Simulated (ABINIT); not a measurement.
## Cr: single point with PBE

The system is Cr.

```xyz
2
Lattice="1.1471 -2.4670 0.0000 1.1471 2.4670 0.0000 0.0000 0.0000 4.0643" Properties=species:S:1:pos:R:3 pbc="T T T"
Cr    1.1471   -1.8282    3.0482
Cr    1.1471    1.8282    1.0161
```

This isn't the form of Cr at room conditions, which is bcc.

```yaml
Program: ABINIT 10.8.3 (patched build)
Task: single point
Functional: PBE
Potentials_or_basis: JTH PAW PBE v2.0
Cutoff: 626 eV
k_mesh: 13 × 13 × 7
Occupations: fermi-dirac, width 0.05 eV
Spin: collinear spin, ferromagnetic start
Starting_moments: "[3.0, 3.0] μB"
```

* Pressure: 6.0 GPa
* Largest force: 0.182 eV/Å
* Band gap on the k mesh: none (metal or under the smearing width)
* Net moment: 0.00 μB per cell
* Valence electrons inside the program's atomic spheres: Cr 12.25 (radii [1.1156] Å)

Forces in eV/Å, atoms in the order of the input:
```
Cr   0.000  0.182  0.000
Cr   0.000 -0.182  0.000
```

Stress tensor (GPa, compression positive):
```
5.98 0.00 0.00
0.00 3.00 0.00
0.00 0.00 8.94
```

Levels at points of the mesh, in eV from the Fermi level:
Spin up:
```tsv
k point	band 11	band 12	band 13	band 14	band 15	band 16	band 17	band 18
(0.00, 0.00, 0.00)	-2.19	-1.96	-0.88	0.17	1.02	1.06	1.13	1.71
```
Spin down:
| k point | band 10 | band 11 | band 12 | band 13 | band 14 | band 15 | band 16 | band 17 | band 18 | band 19 |
| --- | --- | --- | --- | --- | --- | --- | --- | --- | --- | --- |
| (0.00, 0.00, 0.00) | -4.40 | -2.19 | -1.96 | -0.88 | 0.17 | 1.02 | 1.06 | 1.13 | 1.71 | 1.87 |

Wall time 5.9 min on 1 thread of Arm Neoverse V1 (shared host), peak memory 0.27 GiB.

Caveat: the starting moments collapsed, and a magnetic state may lie lower.
